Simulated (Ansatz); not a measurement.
Write the native input for Ansatz 0.2.0 that does the following.

```
Task                : relaxation of cell and atoms
Functional          : BLYP
Dispersion          : D4
Potentials or basis : Ansatz PAW
Cutoff              : 420 eV (not typed: the program's choice for these potentials)
k mesh              : 12 × 12 × 11
Occupations         : fermi-dirac, width 0.05 eV
Spin                : no spin polarisation
```

Si:

```xyz
1
Lattice="2.6205 0.0000 0.0000 -1.3103 2.2695 0.0000 0.0000 0.0000 2.4664" Properties=species:S:1:pos:R:3 pbc="T T T"
Si    0.0000    0.0000    0.0000
```

This isn't the form of Si at room conditions, which is diamond.

One way to write it, as run:

input.yaml

```yaml
crystal:
  lattice:
    - [2.6205428149, 0.0, 0.0]
    - [-1.3102714075, 2.2694566494, 0.0]
    - [0.0, 0.0, 2.46635439]
  atoms:
    - { symbol: Si, position: [0.0, 0.0, 0.0] }
hamiltonian:
  xc: blyp
  pseudopotentials: { kind: paw }
  dispersion: d4
kpoints:
  mp_grid: { grid: [12, 12, 11] }
scf:
  occupations: { method: fermi_dirac, width: 0.05 }
output:
  forces: true
  stress: true
  eigenvalues: true
relax:
  f_tol: 0.01
  max_steps: 40
  cell: { stress_tol: 0.05 }
```

Potentials or basis: Ansatz PAW.

Launch:

```sh
$ ansatz run input.yaml --threads 2 --pin off --max-ram 5632MiB --backend cpu --events-out ev --progress --plain --runs-dir out
```

It gave:

The relaxed volume is 14.87 Å³/atom and the relaxed cell is a = 2.625 Å, b = 2.625 Å, c = 2.491 Å, α = 90.00°, β = 90.00°, γ = 120.00°. The space group after relaxing (to 0.05 Å) is P6/mmm (No. 191) and the energy gained by relaxing is 1.7 meV/atom. The ionic steps are 4, the pressure after relaxing is 0.0 GPa and the band gap on the k mesh is none (metal or under the smearing width).

Caveat: the plane-wave basis is chosen anew once the cell has moved, so the energies of steps on either side of that aren't comparable; pairwise dispersion overbinds metals, which lowers pressure and volume; the PAW data sets come from PBE, with cores solved anew for the run's functional, which leaves a small shift of forces and pressure.

It took 3 s on 2 threads of Arm Neoverse V1, with other jobs on the host, peak memory 0.27 GiB.
